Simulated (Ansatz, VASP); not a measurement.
CdSe in VASP and in Ansatz

INCAR

```
PREC = Accurate
ENCUT = 520
EDIFF = 1E-7
ISMEAR = -1
SIGMA = 0.05
LREAL = F
LASPH = T
NELM = 60
ALGO = Normal
ISIF = 2
LWAVE = F
LCHARG = F
GGA = PE
NBANDS = 16
```

Contents of KPOINTS:

```
Automatic mesh
0
Gamma
  8 8 8
```

The input POSCAR:

```
CdSe
1.0
    0.0000000000      2.8152893338      2.8152893338
    2.8152893338      0.0000000000      2.8152893338
    2.8152893338      2.8152893338      0.0000000000
Cd Se
1 1
Direct
    0.0000000000      0.0000000000      0.0000000000
    0.5000000000      0.5000000000      0.5000000000
```

input.yaml

```yaml
crystal:
  lattice:
    - [0.0, 2.8152893338, 2.8152893338]
    - [2.8152893338, 0.0, 2.8152893338]
    - [2.8152893338, 2.8152893338, 0.0]
  atoms:
    - { symbol: Cd, position: [0.0, 0.0, 0.0] }
    - { symbol: Se, position: [0.5, 0.5, 0.5] }
kpoints:
  mp_grid: { grid: [8, 8, 8] }
scf:
  occupations: { method: fermi_dirac, width: 0.05 }
hamiltonian:
  xc: pbe
  pseudopotentials: { kind: all_electron, lapw: { basis_error: 0.0005 } }
output:
  forces: true
  stress: true
  eigenvalues: true
```

Change from the starting cell: volume scaled by 0.94.

Alike in both runs: task single point; functional PBE; k mesh 8 × 8 × 8; occupations fermi-dirac, width 0.05 eV; no spin polarisation.

```csv
,VASP,Ansatz
version,VASP 6.6.1,Ansatz 0.2.0
potentials or method,"VASP PAW PBE potentials, release 64 (Cd, Se)","all-electron LAPW, scalar-relativistic"
plane-wave cutoff (eV),520,see its input
```

Ansatz gave:

```
gap on the k mesh at the Fermi level (eV) : none
pressure (GPa)                            : 3.9
```

Question: Estimate VASP's values.

Answer: gap on the k mesh at the Fermi level (eV): none; pressure (GPa): 4.3.

A gap of «none» marks a metal or a gap that the smearing closes. Ansatz ran all-electron here, so the differences hold the error of VASP's frozen core and of both bases.
